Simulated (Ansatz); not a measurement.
Runs of Ansatz 0.2.0 on TiO2 (Anatase). It takes space group I4_1/amd (No. 141, tetragonal). Conventional cell: a = 3.784 Å, b = 3.784 Å, c = 9.515 Å, α = 90.00°, β = 90.00°, γ = 90.00°. Around Ti (site symmetry -4m2) lie 6 O at 1.93 to 1.98 Å. Around O (site symmetry 2mm) lie 3 Ti at 1.93 to 1.98 Å. 

```csv
potentials or basis,cutoff (eV),gap on the mesh (eV),pressure (GPa),relaxed volume (Å³/atom),largest force (eV/Å)
Ansatz PAW earlier set,930,2.13,0.0,11.67,0.01
Ansatz PAW,420,2.13,0.0,11.66,-
SPMS NC,1034,(a),0.0,11.66,-
Ansatz PAW earlier set,910,2.12,0.0,11.66,-
Ansatz NC,1240,2.14,0.0,11.66,-
PseudoDojo stringent (PBE files),1252,2.16,0.0,11.65,0.01
PseudoDojo standard (PBE files),1143,2.16,0.0,(b),0.01
JTH PAW,1380,2.13,0.0,11.69,0.01
```

Alike in all rows: task relaxation of cell and atoms; level PBE; no spin polarisation; cell relaxed; k mesh 10 × 10 × 10; smearing fermi-dirac 0.05 eV.

Q: Fill in the values left out.

A: (a) 2.18; (b) 11.64.

Caveats: the plane-wave basis is chosen anew once the cell has moved, so the energies of steps on either side of that aren't comparable.

A k mesh can miss the band edges.
